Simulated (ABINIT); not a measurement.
Crystal: CdS (Hawleyite).

```
CELL_PARAMETERS angstrom
0.00000 2.91650 2.91650
2.91650 0.00000 2.91650
2.91650 2.91650 0.00000
ATOMIC_POSITIONS crystal
Cd 0.00000 0.00000 0.00000
S 0.75000 0.75000 0.75000
```

Base run:

```yaml
Program: ABINIT 10.8.3 (patched build)
Functional: BLYP
Potentials_or_basis: JTH PAW PBE v2.0
Cutoff: 599 eV
k_mesh: 8 × 8 × 8
Occupations: fermi-dirac, width 0.05 eV
Spin: no spin polarisation
```

Its results: band gap on the k mesh 1.07 eV, direct; pressure 6.2 GPa.

Task: After a change of settings the same cell gave: band gap on the k mesh 1.64 eV, direct; pressure 5.2 GPa. Which change was it?
A. functional from BLYP to PBE; k mesh from 8 × 8 × 8 to 5 × 5 × 5
B. functional from BLYP to r2SCAN; cutoff from 599 eV to 653 eV; fine-grid cutoff from 1197.3 eV to 1251.72 eV
C. functional from BLYP to PBE; k mesh from 8 × 8 × 8 to 3 × 3 × 3
D. functional from BLYP to HCTH407

Result: D.

Caveats: the PAW data sets were made with another functional, which shifts forces and pressure a little.
